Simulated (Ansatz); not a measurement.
# BN: the cost of one run

Method: DFT LDA, scalar-relativistic, plane waves, PAW, in Ansatz 0.2.0.

19 further runs of the same task are left out: 19 set aside as unsound or not needed.

### Step 1. The structure to begin with

The structure is hexagonal, space group P6_3mc (No. 186). The conventional cell has a = 2.523 Å, b = 2.523 Å, c = 4.175 Å, α = 90.00°, β = 90.00°, γ = 120.00°. Around B (site symmetry 3m) lie 4 N at 1.55 to 1.56 Å. N (site symmetry 3m) is surrounded by 4 B at 1.55 to 1.56 Å.

As a file:

```
CELL_PARAMETERS angstrom
2.52333 0.00000 0.00000
-1.26166 2.18527 0.00000
0.00000 0.00000 4.17522
ATOMIC_POSITIONS crystal
B 0.66667 0.33333 0.99971
B 0.33333 0.66667 0.49971
N 0.66667 0.33333 0.62529
N 0.33333 0.66667 0.12529
```

It goes back to an entry of the Materials Project, which need not be the stable form.

It is the result of an earlier relaxation at this level (volume 5.76 Å³/atom; gap on the mesh: 4.93 eV).

### Step 2. Plan of the line

The energy is mapped over two homogeneous strains (x along [1 0 0], y along [1 2 0], z along [0 0 1] of the conventional cell).

The axes are (1) strain +e along x and -e along y: 7 values from −7.00 %; (2) strain +e along z and -e/2 along x and y: 7 values from −4.00 %.

Relaxed at each point: the atoms inside the fixed cell. Energies count from the relaxed crystal. Points are written as (first, second).

### Step 3. The run at (2.33 %, −2.67 %)

input.yaml

```yaml
crystal:
  lattice:
    - [2.6158073781, 0.0, 0.0]
    - [-1.3079036891, 2.1635222613, 0.0]
    - [0.0, 0.0, 4.0637367949]
  atoms:
    - { symbol: B, position: [0.6666666667, 0.3333333333, 0.999708731] }
    - { symbol: B, position: [0.3333333333, 0.6666666667, 0.499708731] }
    - { symbol: "N", position: [0.6666666667, 0.3333333333, 0.625291269] }
    - { symbol: "N", position: [0.3333333333, 0.6666666667, 0.125291269] }
basis:
  ecutwfc: 520.0
kpoints:
  mp_grid: { grid: [12, 12, 6] }
hamiltonian:
  xc: lda
  pseudopotentials: { kind: paw }
scf:
  occupations: { method: gaussian, width: 0.05 }
output:
  forces: true
  stress: true
  eigenvalues: true
relax:
  adjacent_minimum: "off"
  f_tol: 0.01
  max_steps: 30
```

Command:

```sh
$ ansatz run input.yaml --threads 1 --pin off --max-ram 2048MiB --backend cpu --events-out ev --progress --plain --runs-dir out
```

Q: Estimate wall time and peak memory on 1 thread of Arm Neoverse N1, shared host.

About 47 s, with a peak of 0.35 GiB.
